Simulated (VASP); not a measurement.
The system is InAs.

```
In As
1.0
     0.00000    3.01800    3.01800
     3.01800    0.00000    3.01800
     3.01800    3.01800    0.00000
In As
1 1
Direct
  0.00000 0.00000 0.00000
  0.75000 0.75000 0.75000
```

```yaml
Program: VASP 6.6.1
Task: relaxation of cell and atoms
Functional: PBE
Dispersion: D4
Potentials_or_basis: VASP PAW PBE potentials, release 64 (In_d, As)
Cutoff: 600 eV
k_mesh: 8 × 8 × 8
Occupations: fermi-dirac, width 0.05 eV
Spin: no spin polarisation
```

At the start: pressure 2.2 GPa; volume 27.49 Å³/atom.

Task: Where does the relaxation end?

Result: Over 3 steps the energy falls by 6.9 meV/atom and the volume is 28.53 Å³/atom (+3.8 %); space group F-43m (No. 216, to 0.05 Å).

The path:
```csv
step,energy change (eV),largest force (eV/Å),pressure (GPa),volume (Å³)
1,0.0000,0.0000,2.22,54.98
2,-0.0110,0.0000,-0.93,58.07
3,-0.0139,0.0000,0.02,57.06
```

Final structure:
```
In As
1.0
     0.00000    3.05559    3.05559
     3.05559    0.00000    3.05559
     3.05559    3.05559    0.00000
In As
1 1
Direct
  0.00000 0.00000 0.00000
  0.75000 0.75000 0.75000
```

Caveat: pairwise dispersion overbinds metals, which lowers pressure and volume.
